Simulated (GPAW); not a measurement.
# Ge (I4_1/amd) in GPAW: notebook

Runs on Ge. Level: PBE. Tasks: single point.

Program: GPAW 26.7.0. These are calculated values, not measurements. Logs are shortened: lines on timing, memory, paths and dates and some standing lists are left out, and cuts for length are marked. The log counts tension as positive stress, the text compression.

### 1 The structure

The structure is tetragonal, space group I4_1/amd (No. 141). The conventional cell has a = 5.149 Å, b = 5.149 Å, c = 2.795 Å, α = 90.00°, β = 90.00°, γ = 90.00°. Ge (site symmetry -4m2) is surrounded by 6 Ge at 2.67 to 2.79 Å.

This isn't the form of Ge at room conditions, which is diamond.

### 2 Single point, PBE

The input, run.py:

```python
from ase.dft.bandgap import bandgap
from ase.io import read, write
from ase.units import GPa
from gpaw import GPAW, PW

atoms = read('Ge.xyz')

calc = GPAW(mode=PW(600),
            xc='PBE',
            kpts={'size': (11, 11, 11), 'gamma': True},
            occupations={'name': 'methfessel-paxton', 'order': 0, 'width': 0.023},
            nbands=11,
            convergence={'density': 1e-05, 'energy': 1e-05},
            maxiter=150,
            txt='gpaw.txt')
atoms.calc = calc
energy = atoms.get_potential_energy()
forces = atoms.get_forces()
stress = atoms.get_stress()
calc.write('gs.gpw')
write('result.traj', atoms)
print(f'Energy: {energy:.6f} eV')
print('Forces (eV/A):')
print(forces.round(4))
print('Stress (GPa):', (stress / GPa).round(3))
print('Fermi level:', round(calc.get_fermi_level(), 4), 'eV')
print(f'Gap: {bandgap(calc)[0]:.4f} eV, direct: {bandgap(calc, direct=True)[0]:.4f} eV')
```

The input, Ge.xyz:

```xyz
2
Lattice="-2.5744897190 2.5744897190 1.3974126432 2.5744897190 -2.5744897190 1.3974126432 2.5744897190 2.5744897190 -1.3974126432" Properties=species:S:1:pos:R:3 pbc="T T T"
Ge     0.0000000000      0.0000000000      1.3974126432
Ge     2.5744897190      0.0000000000      0.6987063216
```

Potentials or basis: GPAW PAW data sets (gpaw-data 1.2.1), pw.

Command:

```
OMP_NUM_THREADS=1 python run.py
```

gpaw.txt:

```text
__  _  _
 | _ |_)|_||  |
 |__||  | ||/\| - 26.7.0

Input parameters:
  mode=PW(ecut=600.0),
  convergence={'density': 1e-05, 'energy': 1e-05},
  kpts=MonkhorstPack(size=(11, 11, 11), gamma=True),
  maxiter=150,
  nbands=11,
  occupations=Occupations(name='methfessel-paxton', order=0, width=0.023),
  xc=XC(name='PBE')

Diagonalizing LCAO Hamiltonian
Converting LCAO to pw mode

       Ge    Ge

Atoms  # Å, Bohr magnetons
|   | symbol |        x |        y |        z |    initial magnetic moments |
|---|--------|----------|----------|----------|-----------------------------|
| 0 |     Ge | 0.000000 | 0.000000 | 1.397413 | ( 0.0000,  0.0000,  0.0000) |
| 1 |     Ge | 2.574490 | 0.000000 | 0.698706 | ( 0.0000,  0.0000,  0.0000) |

Unit cell  # Å
| periodic |         x |         y |         z |  lengths |     angles |
|----------|-----------|-----------|-----------|----------|------------|
|      yes | -2.574490 |  2.574490 |  1.397413 | 3.899841 |  97.376984 |
|      yes |  2.574490 | -2.574490 |  1.397413 | 3.899841 |  97.376984 |
|      yes |  2.574490 |  2.574490 | -1.397413 | 3.899841 | 138.005201 |

Number of symmetries: 8
Symmetry operations  # r_c * U_cc + t_c -> r_c
|   | kind |            matrix            |
|---|------|------------------------------|
| 0 |  σ   |  1, 1, 1,  0, 0,-1,  0,-1, 0 |
| 1 |  E   |  1, 0, 0,  0, 1, 0,  0, 0, 1 |
| 2 |  C2  |  0, 1, 0,  1, 0, 0, -1,-1,-1 |
| 3 |  S4  |  0, 0, 1, -1,-1,-1,  0, 1, 0 |
| 4 |  σ   |  0, 0,-1,  1, 1, 1, -1, 0, 0 |
| 5 |  C2  |  0,-1, 0, -1, 0, 0,  0, 0,-1 |
| 6 |  C2  | -1, 0, 0,  0,-1, 0,  1, 1, 1 |
| 7 |  S4  | -1,-1,-1,  0, 0, 1,  1, 0, 0 |

BZ-sampling:
  Number of BZ points: 1331
  Number of IBZ points: 126

  Monkhorst-Pack size: [11, 11, 11]
  Monkhorst-Pack shift: [0, 0, 0]

K-points  # in reciprocal-cell coordinates
|     |                                coordinates |     weight |
|-----|--------------------------------------------|------------|
|   0 | (  0.00000000,   0.00000000,   0.00000000) | 0.00075131 |
|   1 | (  0.09090909,  -0.09090909,   0.00000000) | 0.00300526 |
|   2 | (  0.09090909,  -0.09090909,   0.09090909) | 0.00300526 |
|   3 | (  0.09090909,   0.00000000,   0.00000000) | 0.00601052 |
|   4 | (  0.09090909,   0.09090909,  -0.09090909) | 0.00150263 |
|   5 | (  0.18181818,  -0.18181818,   0.00000000) | 0.00300526 |
|   6 | (  0.18181818,  -0.18181818,   0.09090909) | 0.00601052 |
|   7 | (  0.18181818,  -0.18181818,   0.18181818) | 0.00300526 |
|   8 | (  0.18181818,  -0.09090909,   0.00000000) | 0.01202104 |
|   9 | (  0.18181818,  -0.09090909,   0.09090909) | 0.00601052 |
| ... |                                            |            |
| 125 | (  0.45454545,   0.45454545,   0.45454545) | 0.00601052 |

Plane wave coefficients: 1258
Cutoff: 600.0 eV

Spin-components: 1 (collinear spins)
Bands:           11
Projectors:      10
Spin-degeneracy: 2
Datatype:        complex128

Parallelization:
  kpt:    1
  domain: 1
  band:   1

Density:
  Valence electrons: 8.0
  Components: 1
  Grid points: [24 24 24]
  Charge: 0.0  # |e|

Potential:
  Grid points: [24 24 24]

species:
  Ge:
    name:    Germanium
    Z:       32.0
    valence: 4
    core:    28
    charge:  0.0  # [|e|]
    compensation charges:
      type: gauss
      rc: 0.32  # [Å]
      lmax: 2
    cutoffs:
      filter: 1.77  # [Å]
      core: 3.42  # [Å]
    projectors
    | kind |    occ | energy [eV] | rcut [Å] |
    |------|--------|-------------|----------|
    |   4s |  2.000 |     -11.726 |    1.005 |
    |   4p |  2.000 |      -3.896 |    1.005 |
    |    s |        |      15.485 |    1.005 |
    |    p |        |      23.315 |    1.005 |
    |    d |        |       0.000 |    1.005 |

    Using partial waves for Ge as LCAO basis

Reference energy: -114195.275705  # eV

eigensolver:
  PPCG
  Converge bands: occupied
  niter=2

density mixing:
  MSR1-Mixer
  Pratt-step length: 0.05
  Maximum mixing coefficient: 0.75
  Old densities: 10
  SVD Regularization: 0.005
  Good broyden scale: 1.0
  Trust region scale: 1.0
  Backstep threshold: 4.0
  History deletion threshold: 6.0
  Fourier metric: weight=20.0, sigma=0.015

occupation numbers:
  Methfessel-Paxton:
    width: 0.0230  # eV
    order: 0

poisson solver:
  ecut: 4800.0  # eV

xc functional:
  name: PBE with 2 nearest neighbor stencil

convergence criteria:
- Maximum integral of absolute [dens]ity change: 1e-05 electrons / valence electron
- Maximum [total energy] change in last 3 cyles: 1e-05 eV / valence electron
- Maximum integral of absolute [eigenst]ate change: 4e-08 eV^2 / valence electron
maximum number of iterations: 150

SCF iterations
|iter     | |      energy | eigst |  dens |
|---------|-|-------------|-------|-------|
|iter:   1| |   -8.581514 | -0.71 |       |
|iter:   2| |   -8.581936 | -3.09 | -1.18 |
|iter:   3| |   -8.578935 | -3.52 | -1.20 |
|iter:   4| |   -8.579184 | -4.34 | -1.71 |
|iter:   5| |   -8.579166 | -5.51 | -2.66 |
|iter:   6| |   -8.579166c| -7.25 | -3.76 |
|iter:   7| |   -8.579166c| -7.89c| -4.40 |
|iter:   8| |   -8.579166c| -8.93c| -5.16c|

Converged in 8 steps
Energy contributions relative to reference atoms: (reference = -114195.275705)

Energy contributions:
  Kinetic:          18.949458
  Coulomb:         -16.594163
  Zero:             -0.002957
  External:          0.000000
  Xc:              -10.931195
  Entropy:          -0.000617
  Spinorbit:         0.000000
  ----------------------------
  Free energy:      -8.579474
  Extrapolated:     -8.579166

dipole moment: (-3.293020, -13.536974, 4.567767)  # |e|*Ang

Fermi level: 8.055
Eigenvalues  # (at kpt = [0.000, 0.000, 0.000])
| band index |      eig [eV] | occ [0-2] |
|------------|---------------|-----------|
|          0 |        -5.295 |     2.000 |
|          1 |         3.946 |     2.000 |
|          2 |         5.669 |     2.000 |
|          3 |         5.669 |     2.000 |
|          4 |        11.275 |     0.000 |
|          5 |        15.637 |     0.000 |
|          6 |        15.637 |     0.000 |
|          7 |        16.170 |     0.000 |
|          8 |        16.393 |     0.000 |
|          9 |        19.375 |     0.000 |
|         10 |        20.293 |     0.000 |

No gap
No difference between direct/indirect transitions

Forces  # eV/Ang
|       x |       y |        z |
|---------|---------|----------|
| 0.00000 | 0.00000 | -0.00000 |  # Ge   0
| 0.00000 | 0.00000 |  0.00000 |  # Ge   1

Stress tensor  # eV/Ang^3
|         x |         y |         z |
|-----------|-----------|-----------|
| -0.018308 | -0.000000 | -0.000000 |
| -0.000000 | -0.018308 |  0.000000 |
| -0.000000 |  0.000000 | -0.020828 |

# Writing to gs.gpw (mode='')
```

It took 24 s on 1 thread of Arm Neoverse V2, shared host; peak memory 0.19 GiB.

Results:

```
Free energy            : -8.5795 eV
Pressure               : 3.1 GPa
Band gap on the k mesh : none (metal or under the smearing width)
```

### 3 Single point, PBE

Changes to run.py since step 2:

```diff
@@ -10,3 +10,3 @@
             kpts={'size': (11, 11, 11), 'gamma': True},
-            occupations={'name': 'methfessel-paxton', 'order': 0, 'width': 0.023},
+            occupations={'name': 'methfessel-paxton', 'order': 0, 'width': 0.024},
             nbands=11,
```

Ge.xyz is that of step 2.

Potentials or basis: GPAW PAW data sets (gpaw-data 1.2.1), pw.

Command:

```
OMP_NUM_THREADS=1 python run.py
```

Wall time 24 s (1 thread of Arm Neoverse V2, shared host); peak memory 0.19 GiB.

The run converged. Its results:

```
Free energy            : -8.5795 eV
Pressure               : 3.1 GPa
Band gap on the k mesh : none (metal or under the smearing width)
```

Stress tensor (GPa, compression positive):
```
2.93 0.00 0.00
0.00 2.93 0.00
0.00 0.00 3.33
```

Levels at points of the mesh, in eV from the Fermi level:
| k point | band 2 | band 3 | band 4 | band 5 | band 6 | band 7 |
| --- | --- | --- | --- | --- | --- | --- |
| (0.00, 0.00, 0.00) | -4.11 | -2.39 | -2.39 | 3.22 | 7.58 | 7.58 |

### 4 Single point, PBE

Changes to run.py since step 3:

```diff
@@ -1,3 +1,4 @@
+from ase import Atoms
 from ase.dft.bandgap import bandgap
-from ase.io import read, write
+from ase.io import write
 from ase.units import GPa
@@ -5,3 +6,9 @@
 
-atoms = read('Ge.xyz')
+atoms = Atoms(['Ge', 'Ge'],
+              cell=[[-2.574489719, 2.574489719, 1.3974126432],
+                    [2.574489719, -2.574489719, 1.3974126432],
+                    [2.574489719, 2.574489719, -1.3974126432]],
+              scaled_positions=[[0.5, 0.5, 0.0],
+                                [0.25, 0.75, 0.5]],
+              pbc=True)
 
@@ -10,3 +17,3 @@
             kpts={'size': (11, 11, 11), 'gamma': True},
-            occupations={'name': 'methfessel-paxton', 'order': 0, 'width': 0.024},
+            occupations={'name': 'methfessel-paxton', 'order': 0, 'width': 0.025},
             nbands=11,
```

Potentials or basis: GPAW PAW data sets (gpaw-data 1.2.1), pw.

Command:

```
OMP_NUM_THREADS=1 python run.py
```

gpaw.txt:

```text
__  _  _
 | _ |_)|_||  |
 |__||  | ||/\| - 26.7.0

Input parameters:
  mode=PW(ecut=600.0),
  convergence={'density': 1e-05, 'energy': 1e-05},
  kpts=MonkhorstPack(size=(11, 11, 11), gamma=True),
  maxiter=150,
  nbands=11,
  occupations=Occupations(name='methfessel-paxton', order=0, width=0.025),
  xc=XC(name='PBE')

Diagonalizing LCAO Hamiltonian
Converting LCAO to pw mode

       Ge    Ge

Atoms  # Å, Bohr magnetons
|   | symbol |        x |        y |        z |    initial magnetic moments |
|---|--------|----------|----------|----------|-----------------------------|
| 0 |     Ge | 0.000000 | 0.000000 | 1.397413 | ( 0.0000,  0.0000,  0.0000) |
| 1 |     Ge | 2.574490 | 0.000000 | 0.698706 | ( 0.0000,  0.0000,  0.0000) |

Unit cell  # Å
| periodic |         x |         y |         z |  lengths |     angles |
|----------|-----------|-----------|-----------|----------|------------|
|      yes | -2.574490 |  2.574490 |  1.397413 | 3.899841 |  97.376984 |
|      yes |  2.574490 | -2.574490 |  1.397413 | 3.899841 |  97.376984 |
|      yes |  2.574490 |  2.574490 | -1.397413 | 3.899841 | 138.005201 |

Number of symmetries: 8
Symmetry operations  # r_c * U_cc + t_c -> r_c
|   | kind |            matrix            |
|---|------|------------------------------|
| 0 |  σ   |  1, 1, 1,  0, 0,-1,  0,-1, 0 |
| 1 |  E   |  1, 0, 0,  0, 1, 0,  0, 0, 1 |
| 2 |  C2  |  0, 1, 0,  1, 0, 0, -1,-1,-1 |
| 3 |  S4  |  0, 0, 1, -1,-1,-1,  0, 1, 0 |
| 4 |  σ   |  0, 0,-1,  1, 1, 1, -1, 0, 0 |
| 5 |  C2  |  0,-1, 0, -1, 0, 0,  0, 0,-1 |
| 6 |  C2  | -1, 0, 0,  0,-1, 0,  1, 1, 1 |
| 7 |  S4  | -1,-1,-1,  0, 0, 1,  1, 0, 0 |

BZ-sampling:
  Number of BZ points: 1331
  Number of IBZ points: 126

  Monkhorst-Pack size: [11, 11, 11]
  Monkhorst-Pack shift: [0, 0, 0]

K-points  # in reciprocal-cell coordinates
|     |                                coordinates |     weight |
|-----|--------------------------------------------|------------|
|   0 | (  0.00000000,   0.00000000,   0.00000000) | 0.00075131 |
|   1 | (  0.09090909,  -0.09090909,   0.00000000) | 0.00300526 |
|   2 | (  0.09090909,  -0.09090909,   0.09090909) | 0.00300526 |
|   3 | (  0.09090909,   0.00000000,   0.00000000) | 0.00601052 |
|   4 | (  0.09090909,   0.09090909,  -0.09090909) | 0.00150263 |
|   5 | (  0.18181818,  -0.18181818,   0.00000000) | 0.00300526 |
|   6 | (  0.18181818,  -0.18181818,   0.09090909) | 0.00601052 |
|   7 | (  0.18181818,  -0.18181818,   0.18181818) | 0.00300526 |
|   8 | (  0.18181818,  -0.09090909,   0.00000000) | 0.01202104 |
|   9 | (  0.18181818,  -0.09090909,   0.09090909) | 0.00601052 |
| ... |                                            |            |
| 125 | (  0.45454545,   0.45454545,   0.45454545) | 0.00601052 |

Plane wave coefficients: 1258
Cutoff: 600.0 eV

Spin-components: 1 (collinear spins)
Bands:           11
Projectors:      10
Spin-degeneracy: 2
Datatype:        complex128

Parallelization:
  kpt:    1
  domain: 1
  band:   1

Density:
  Valence electrons: 8.0
  Components: 1
  Grid points: [24 24 24]
  Charge: 0.0  # |e|

Potential:
  Grid points: [24 24 24]

species:
  Ge:
    name:    Germanium
    Z:       32.0
    valence: 4
    core:    28
    charge:  0.0  # [|e|]
    compensation charges:
      type: gauss
      rc: 0.32  # [Å]
      lmax: 2
    cutoffs:
      filter: 1.77  # [Å]
      core: 3.42  # [Å]
    projectors
    | kind |    occ | energy [eV] | rcut [Å] |
    |------|--------|-------------|----------|
    |   4s |  2.000 |     -11.726 |    1.005 |
    |   4p |  2.000 |      -3.896 |    1.005 |
    |    s |        |      15.485 |    1.005 |
    |    p |        |      23.315 |    1.005 |
    |    d |        |       0.000 |    1.005 |

    Using partial waves for Ge as LCAO basis

Reference energy: -114195.275705  # eV

eigensolver:
  PPCG
  Converge bands: occupied
  niter=2

density mixing:
  MSR1-Mixer
  Pratt-step length: 0.05
  Maximum mixing coefficient: 0.75
  Old densities: 10
  SVD Regularization: 0.005
  Good broyden scale: 1.0
  Trust region scale: 1.0
  Backstep threshold: 4.0
  History deletion threshold: 6.0
  Fourier metric: weight=20.0, sigma=0.015

occupation numbers:
  Methfessel-Paxton:
    width: 0.0250  # eV
    order: 0

poisson solver:
  ecut: 4800.0  # eV

xc functional:
  name: PBE with 2 nearest neighbor stencil

convergence criteria:
- Maximum integral of absolute [dens]ity change: 1e-05 electrons / valence electron
- Maximum [total energy] change in last 3 cyles: 1e-05 eV / valence electron
- Maximum integral of absolute [eigenst]ate change: 4e-08 eV^2 / valence electron
maximum number of iterations: 150

SCF iterations
|iter     | |      energy | eigst |  dens |
|---------|-|-------------|-------|-------|
|iter:   1| |   -8.581529 | -0.71 |       |
|iter:   2| |   -8.581952 | -3.09 | -1.18 |
|iter:   3| |   -8.578951 | -3.52 | -1.20 |
|iter:   4| |   -8.579198 | -4.34 | -1.71 |
|iter:   5| |   -8.579180 | -5.51 | -2.66 |
|iter:   6| |   -8.579180c| -7.25 | -3.76 |
|iter:   7| |   -8.579180c| -7.89c| -4.41 |
|iter:   8| |   -8.579180c| -8.94c| -5.17c|

Converged in 8 steps
Energy contributions relative to reference atoms: (reference = -114195.275705)

Energy contributions:
  Kinetic:          18.946316
  Coulomb:         -16.591245
  Zero:             -0.002954
  External:          0.000000
  Xc:              -10.930948
  Entropy:          -0.000698
  Spinorbit:         0.000000
  ----------------------------
  Free energy:      -8.579529
  Extrapolated:     -8.579180

dipole moment: (-3.293044, -13.536938, 4.567764)  # |e|*Ang

Fermi level: 8.054
Eigenvalues  # (at kpt = [0.000, 0.000, 0.000])
| band index |      eig [eV] | occ [0-2] |
|------------|---------------|-----------|
|          0 |        -5.295 |     2.000 |
|          1 |         3.946 |     2.000 |
|          2 |         5.669 |     2.000 |
|          3 |         5.669 |     2.000 |
|          4 |        11.275 |     0.000 |
|          5 |        15.637 |     0.000 |
|          6 |        15.637 |     0.000 |
|          7 |        16.170 |     0.000 |
|          8 |        16.393 |     0.000 |
|          9 |        19.375 |     0.000 |
|         10 |        20.293 |     0.000 |

No gap
No difference between direct/indirect transitions

Forces  # eV/Ang
|       x |       y |        z |
|---------|---------|----------|
| 0.00000 | 0.00000 | -0.00000 |  # Ge   0
| 0.00000 | 0.00000 | -0.00000 |  # Ge   1

Stress tensor  # eV/Ang^3
|         x |         y |         z |
|-----------|-----------|-----------|
| -0.018329 | -0.000000 | -0.000000 |
| -0.000000 | -0.018329 |  0.000000 |
| -0.000000 |  0.000000 | -0.020737 |

# Writing to gs.gpw (mode='')
```

Wall time 24 s (1 thread of Arm Neoverse V2, shared host); peak memory 0.19 GiB.

What came out:

* Free energy: -8.5795 eV
* Pressure: 3.1 GPa
* Band gap on the k mesh: none (metal or under the smearing width)

Stress tensor (GPa, compression positive):
```
2.94 0.00 0.00
0.00 2.94 0.00
0.00 0.00 3.32
```

### 5 Overview

```tsv
smearing	gap on the mesh (eV)	pressure (GPa)
gaussian 0.023 eV	none	3.1
gaussian 0.024 eV	none	3.1
gaussian 0.025 eV	none	3.1
```

Alike in all rows: task single point; level PBE; potentials or basis GPAW PAW data sets (gpaw-data 1.2.1), pw; no spin polarisation; cell as given; k mesh 11 × 11 × 11; cutoff (eV) 600.

Every run on the cell as given and a fine mesh finds a metal.

Total energies depend on the potentials used, so only differences within one code and one set of settings carry meaning.
